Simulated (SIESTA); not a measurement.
Runs of SIESTA 5.4.2 on ZrN. Symmetry: Fm-3m, No. 225, cubic system. Conventional cell: a = 4.600 Å, b = 4.600 Å, c = 4.600 Å, α = 90.00°, β = 90.00°, γ = 90.00°. Zr (site symmetry m-3m) is surrounded by 6 N at 2.30 Å. N (site symmetry m-3m) has 6 Zr at 2.30 Å as nearest neighbours. 

```csv
level,potentials or basis,gap on the mesh (eV),pressure (GPa)
RPBE,"PseudoDojo 0.4 standard (PBE files), DZP (energy shift 0.003 Ry; two zetas on semicore shells)",none,6.0
PBEsol,"PseudoDojo 0.4 standard (PBEsol files), DZP (energy shift 0.003 Ry; two zetas on semicore shells)",none,-4.1
BLYP,"PseudoDojo 0.4 standard (PBE files), DZP (energy shift 0.003 Ry; two zetas on semicore shells)",none,11.7
PW91,"PseudoDojo 0.4 standard (PBE files), DZP (energy shift 0.003 Ry; two zetas on semicore shells)",none,(c)
WC,"PseudoDojo 0.4 standard (PBEsol files), DZP (energy shift 0.003 Ry; two zetas on semicore shells)",none,-3.2
AM05,"PseudoDojo 0.4 standard (PBEsol files), DZP (energy shift 0.003 Ry; two zetas on semicore shells)",none,-4.6
revPBE,"PseudoDojo 0.4 standard (PBE files), DZP (energy shift 0.003 Ry; two zetas on semicore shells)",none,(a)
LDA,"PseudoDojo 0.4 standard (LDA files), DZP (energy shift 0.003 Ry; two zetas on semicore shells)",none,(b)
```

Alike in all rows: task single point; no spin polarisation; cell as given; k mesh 10 × 10 × 10; smearing fermi-dirac 0.05 eV; grid cutoff 800 Ry; energy shift 0.003 Ry.

Problem. Estimate the missing entries.

Solution. (a) 5.1; (b) -8.8; (c) 2.8.

Caveats: the basis of atomic orbitals isn't converged, which shifts pressures, moduli and gaps; the potentials were made for another functional, which shifts forces and pressure (some runs).

A k mesh can miss the band edges, and the runs leave out spin-orbit coupling on Zr.

A gap of «none» marks a metal or a gap under the smearing width.

Runs at the PBE level aren't shown here.
